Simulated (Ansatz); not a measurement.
Runs of Ansatz 0.2.0 on C. It takes space group R-3m (No. 166, trigonal). Conventional cell: a = 2.466 Å, b = 2.466 Å, c = 24.848 Å, α = 90.00°, β = 90.00°, γ = 120.00°. C (site symmetry 3m) is surrounded by 3 C at 1.42 Å. Around C (site symmetry 3m) lie 3 C at 1.42 Å. This isn't the form of C at room conditions, which is graphite.

| task | level | potentials or basis | spin | cell | k mesh | cutoff (eV) | smearing | points for each segment of the path | mesh quality | gap on the mesh (eV) | pressure (GPa) | largest force (eV/Å) |
| --- | --- | --- | --- | --- | --- | --- | --- | --- | --- | --- | --- | --- |
| projected density of states | HSE06+D3(BJ)+ATM | SSSP efficiency PAW | off | as given | 7 × 7 × 7 | 612 | fixed | - | coarse | (b) | - | 0.01 |
| single point | B3LYP5+D4 | SSSP efficiency PAW | off | as given | 6 × 6 × 6 | 612 | fermi-dirac 0.05 eV | - | coarse | (a) | - | 0.03 |
| relaxation of cell and atoms | LDA+D3(BJ) | JTH PAW LDA | off | relaxed | 12 × 12 × 12 | 780 | fermi-dirac 0.15 eV | - | not flagged | - | 0.0 | - |
| band structure | LDA | JTH PAW LDA | collinear, ferrimagnetic start | as given | 12 × 12 × 12 | 780 | gaussian 0.02 eV | 14 | not flagged | 0.19 | -6.6 | 0.01 |
| density of states | SVWN5 | JTH PAW LDA | off | as given | 12 × 12 × 12 | 780 | fermi-dirac 0.1 eV | - | not flagged | 0.19 | -6.7 | 0.01 |

**Question.** Estimate the missing entries.

**Answer.** (a) 0.64; (b) 3.24.

Caveats: some runs use coarse meshes; odd divisions of the mesh miss points on the zone boundary, where band edges often lie, so the gap on the mesh can be too wide (some runs); the PAW data sets were made with another functional, which shifts forces and pressure a little (some runs); the potentials were made for another functional, which shifts forces and pressure (some runs); the plane-wave basis is chosen anew once the cell has moved, so the energies of steps on either side of that aren't comparable (some runs); the k mesh misses the band edges, so the gap on the mesh is wider than the one along the path (some runs).

Not every run made on this cell is shown here.
